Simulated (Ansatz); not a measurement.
# WC: molecular dynamics, part 2 of 2

Aim: heat the crystal hard, then run on and watch the hot state. Runs: 140 steps of 1.5 fs under a Langevin thermostat at 2000 K; 160 steps of 1.5 fs under a Langevin thermostat and barostat at 1400 K and 10 GPa. The start is the crystal (P-6m2), its volume scaled by 1.05.

Ansatz 0.2.0; DFT PBE, plane waves, PAW, scalar-relativistic, no spin polarisation.

### 8 Frames and traces

The trajectory, every 12 steps (energies from step 0); msd is the mean square displacement from the start, the centre of mass held:

```
time (fs)  T (K)  potential energy change (meV/atom)  conserved energy change (meV/atom)  volume (Å³/atom)  pressure (GPa)  msd C (Å²)  msd W (Å²)
      0.0   1312                                 0.0                                0.00             10.85            -1.9       0.000       0.000
     18.0   1090                                13.3                                0.27             10.67             3.9       0.048       0.004
     36.0   1227                                -5.1                                0.36             10.30            18.0       0.066       0.013
     54.0   1629                               -49.5                                0.38             10.09            24.8       0.027       0.026
     72.0   1429                                25.8                                0.35             10.26            20.2       0.051       0.044
     90.0   1676                                -1.1                               -0.23             10.56             7.0       0.053       0.056
    108.0   1595                               -30.1                               -0.32             10.79            -0.9       0.034       0.054
    126.0   1602                               -55.5                                0.03             10.65             3.5       0.047       0.041
    144.0   1826                               -30.0                                0.18             10.35            15.9       0.040       0.027
    162.0   1560                                25.4                                0.08             10.30            18.3       0.042       0.026
    180.0   1402                                22.8                               -0.05             10.48            11.6       0.068       0.027
    198.0   1704                                -2.9                               -0.04             10.63             6.9       0.034       0.032
    216.0   1191                                 9.7                                0.32             10.57             8.7       0.039       0.036
    234.0   1694                               -54.0                               -0.04             10.43            11.5       0.036       0.036
    240.0   1473                                -9.3                                0.29             10.38            14.2       0.044       0.036
```

time (fs), T (K) and a bar:
```
      0.0       1312 ######
     10.5       1118 
     21.0       1114 
     31.5       1480 ###########
     42.0       1305 ######
     52.5       1506 ############
     63.0       2127 ##############################
     73.5       1412 #########
     84.0       1743 ###################
     94.5       1233 ####
    105.0       1399 ########
    115.5       1305 ######
    124.5       1599 ##############
    135.0       1838 #####################
    145.5       1848 ######################
    156.0       1463 ##########
    166.5       1398 ########
    177.0       1314 ######
    187.5       1602 ##############
    198.0       1704 #################
    208.5       1567 #############
    219.0       1186 ##
    229.5       1654 ################
    240.0       1473 ###########
```

### 9 Positions and forces

Extended XYZ, with forces in eV/Å:

```xyz
16
Lattice="-2.898 -5.019 0.000 4.310 -2.489 0.000 0.000 0.000 5.657" Properties=species:S:1:pos:R:3:forces:R:3 pbc="T T T" time_fs=40.5 T=1328 dE=-0.2055
W    -0.088   -4.904   -0.057    1.760    0.950    5.311
C     1.466   -3.860    1.416   -1.670   -2.222    1.413
W    -0.077   -4.954    2.969    0.863    1.732   -4.128
C     1.380   -4.101    4.319   -0.121    0.619   -0.096
W    -1.524   -2.331    0.196    1.363   -0.522   -3.773
C    -0.125   -1.385    1.669    1.302   -2.930   -3.280
W    -1.517   -2.458    2.878   -0.161    2.146    1.746
C    -0.126   -1.662    4.347    0.188    1.491    0.273
W     1.385   -2.298    0.063   -0.172   -1.241    1.263
C     3.024   -1.499    1.489   -2.833    0.229   -0.229
W     1.318   -2.425    2.945    1.129    1.029   -1.158
C     2.711   -1.556    4.275    1.407   -0.695    0.801
W     0.030    0.155    0.080   -1.665   -0.399    0.525
C    -1.370   -4.012    1.441   -1.160   -1.076    0.574
W    -0.080    0.088    2.981    0.914    1.710   -0.390
C    -1.467   -4.020    4.266   -1.144   -0.823    1.147
16
Lattice="-2.867 -4.966 0.000 4.345 -2.508 0.000 0.000 0.000 5.777" Properties=species:S:1:pos:R:3:forces:R:3 pbc="T T T" time_fs=79.5 T=1832 dE=-0.2281
W    -0.133   -4.800    0.130   -0.424   -1.837   -2.402
C     1.320   -4.165    1.425    0.940    2.081    0.836
W    -0.079   -4.896    2.923   -0.435    2.183    0.182
C     1.417   -4.031    4.343   -1.355    0.363    0.956
W    -1.510   -2.330   -0.046   -2.067   -1.588    3.477
C    -0.135   -1.517    1.580    0.414   -0.666   -1.686
W    -1.558   -2.295    2.974    0.219   -2.966   -2.331
C    -0.145   -1.542    4.304    1.679    0.399    1.192
W     1.356   -2.330    0.057   -1.278   -1.168   -0.690
C     2.669   -1.615    1.580    2.361    1.278   -2.319
W     1.422   -2.390    2.926   -4.260   -0.810    0.327
C     2.676   -1.472    4.234    2.201   -1.055    3.381
W    -0.238    0.039    0.036    2.388    2.969   -0.054
C    -1.788   -4.023    1.497    4.161    0.926   -1.595
W    -0.021    0.123    2.925   -3.807    0.090    1.791
C    -1.493   -4.013    4.443   -0.737   -0.199   -1.066
16
Lattice="-2.926 -5.067 0.000 4.409 -2.546 0.000 0.000 0.000 5.773" Properties=species:S:1:pos:R:3:forces:R:3 pbc="T T T" time_fs=120.0 T=1341 dE=-0.1686
W    -0.183   -4.983    0.173    0.193    0.723   -3.635
C     1.181   -4.195    1.606    3.533    2.483   -2.836
W    -0.110   -4.862    2.926   -2.665   -2.265    2.436
C     1.280   -4.154    4.259    0.945    1.403    2.596
W    -1.591   -2.473   -0.083   -1.456    1.041    3.532
C    -0.042   -1.617    1.430   -2.293    1.271    0.255
W    -1.575   -2.337    2.995   -2.380   -2.467   -4.240
C    -0.255   -1.588    4.245    2.993    1.218    2.640
W     1.228   -2.449    0.033    2.158   -0.009   -1.283
C     2.717   -1.477    1.628    1.635   -0.915   -2.892
W     1.384   -2.329    2.854   -2.217   -2.402    2.919
C     2.830   -1.484    4.359   -0.732   -1.117    0.569
W    -0.207    0.142    0.027    0.593   -0.429   -0.138
C    -1.623   -4.041    1.596   -0.045   -0.100   -1.944
W    -0.146    0.124    2.862   -0.284    0.556    1.800
C    -1.639   -4.187    4.377    0.023    1.010    0.222
16
Lattice="-2.903 -5.027 0.000 4.332 -2.501 0.000 0.000 0.000 5.673" Properties=species:S:1:pos:R:3:forces:R:3 pbc="T T T" time_fs=160.5 T=1557 dE=0.3626
W    -0.207   -4.853   -0.134    1.060    0.597    5.719
C     1.312   -4.025    1.435   -0.920    0.165   -0.904
W    -0.206   -4.811    2.975    0.861   -1.695   -5.796
C     1.302   -3.952    4.082    0.056   -1.589    3.851
W    -1.627   -2.411    0.013   -0.168    2.050   -1.563
C    -0.139   -1.567    1.329   -0.857    0.717    1.523
W    -1.623   -2.456    2.758   -0.031    4.402    1.488
C    -0.207   -1.361    4.205   -0.250   -3.033    1.915
W     1.238   -2.342   -0.059    0.875   -0.212    3.030
C     2.594   -1.396    1.544    1.353   -1.348   -1.910
W     1.254   -2.305    2.947   -0.284    0.326   -4.745
C     2.760   -1.544    4.349   -1.172    0.587   -1.026
W    -0.170    0.185    0.090   -0.462   -0.139   -1.079
C    -1.427   -4.004    1.446   -2.856   -1.135   -1.527
W    -0.297    0.135    2.872    2.461    1.366   -2.082
C    -1.730   -3.975    4.120    0.333   -1.058    3.106
16
Lattice="-2.939 -5.091 0.000 4.361 -2.518 0.000 0.000 0.000 5.745" Properties=species:S:1:pos:R:3:forces:R:3 pbc="T T T" time_fs=199.5 T=1796 dE=-0.2113
W    -0.238   -4.803   -0.060   -0.617   -1.422    0.932
C     1.187   -4.000    1.368   -0.473   -0.675    0.735
W    -0.193   -4.933    2.889   -2.789    1.431   -0.860
C     1.215   -3.928    4.249    0.374   -2.462    1.414
W    -1.613   -2.310    0.040   -1.742   -0.512   -2.751
C    -0.355   -1.506    1.583    2.255    0.307   -1.835
W    -1.813   -2.417    2.683    2.101    1.296    6.501
C    -0.038   -1.481    4.405   -2.569    0.935   -0.292
W     1.262   -2.333    0.062   -1.331    0.175   -1.251
C     2.651   -1.551    1.345    0.337    1.637    2.410
W     1.242   -2.388    2.959   -1.386    2.036   -2.986
C     2.581   -1.514    4.302    2.369    0.986    0.665
W    -0.238    0.224    0.081    0.737   -0.822   -2.784
C    -1.872   -4.091    1.522    2.487   -0.018   -1.938
W    -0.272    0.194    2.900    0.474   -1.059    1.416
C    -1.679   -3.884    4.266   -0.228   -1.833    0.625
16
Lattice="-2.931 -5.077 0.000 4.336 -2.503 0.000 0.000 0.000 5.660" Properties=species:S:1:pos:R:3:forces:R:3 pbc="T T T" time_fs=240.0 T=1473 dE=-0.1495
W    -0.303   -4.795   -0.005    0.994   -1.875   -0.193
C     1.226   -3.932    1.437   -0.142   -1.339   -0.113
W    -0.175   -4.817    2.730   -1.711   -1.169    2.818
C     1.103   -3.940    4.336    1.507   -0.669   -1.566
W    -1.627   -2.295   -0.083   -1.823   -0.123    2.424
C    -0.311   -1.329    1.462    1.556   -2.584   -1.261
W    -1.687   -2.336    2.804   -0.275    1.131    0.164
C    -0.194   -1.625    4.136   -0.693    2.245    2.517
W     1.210   -2.372    0.148    0.152    2.535   -4.765
C     2.815   -1.657    1.333   -2.387    3.533    2.152
W     1.211   -2.287    2.853    1.752   -1.115   -0.508
C     2.656   -1.473    4.181    0.459    0.572    0.929
W    -0.222    0.262   -0.068    0.810   -1.661    0.824
C    -1.826   -3.990    1.495    3.032    0.436   -2.632
W    -0.083    0.198    2.880   -4.446    0.164   -1.479
C    -1.709   -3.976    4.210    1.214   -0.082    0.689
```

On run 2: Against a set 1400 K the second half averages 1559 K with a spread of 199 K (in equilibrium 16 atoms would scatter by about 286 K, over a far longer run). The conserved energy strays from its start by at most 0.51 meV/atom, 0.3 % of the mean kinetic energy, which is good for a step of 1.5 fs. The volume changes by -4.3 % from first to last step, and is still moving at the end, so it is no equilibrium value. Counted from the crystal's sites, with the common drift removed, the atoms stand 0.12 Å away over the last tenth of the run (root mean square), 5 % of the neighbour distance: under the 10 to 20 % at which crystals usually melt.

### 10 What came out

What follows sums up all 2 parts.

| quantity | value |
| --- | --- |
| run 1: length | 140 steps of 1.5 fs |
| run 1: temperature, first and last step | 1875 and 1836 K |
| run 1: temperature, second half | mean 2019 K, from 1467 to 2672 K |
| run 1: potential energy, second half | +258 meV/atom from this run's first step |
| run 1: mean square displacement, second half | C 0.042, W 0.018 Å² |
| run 2: length | 160 steps of 1.5 fs |
| run 2: temperature, first and last step | 1312 and 1473 K |
| run 2: temperature, second half | mean 1559 K, from 1116 to 1954 K |
| run 2: potential energy, second half | -12 meV/atom from this run's first step |
| run 2: largest change of the conserved energy | 0.51 meV/atom |
| run 2: volume, first and last step | 10.85 and 10.38 Å³/atom |
| run 2: mean square displacement, second half | C 0.044, W 0.032 Å² |

What this shows: Mean temperatures of the second halves: 2019 K, 1559 K. In the last run: counted from the crystal's sites, with the common drift removed, the atoms stand 0.12 Å away over the last tenth of the run (root mean square), 5 % of the neighbour distance: under the 10 to 20 % at which crystals usually melt. Averages from a run of 240 fs with 16 atoms are rough. Accuracy level and mesh were kept low to afford the steps.
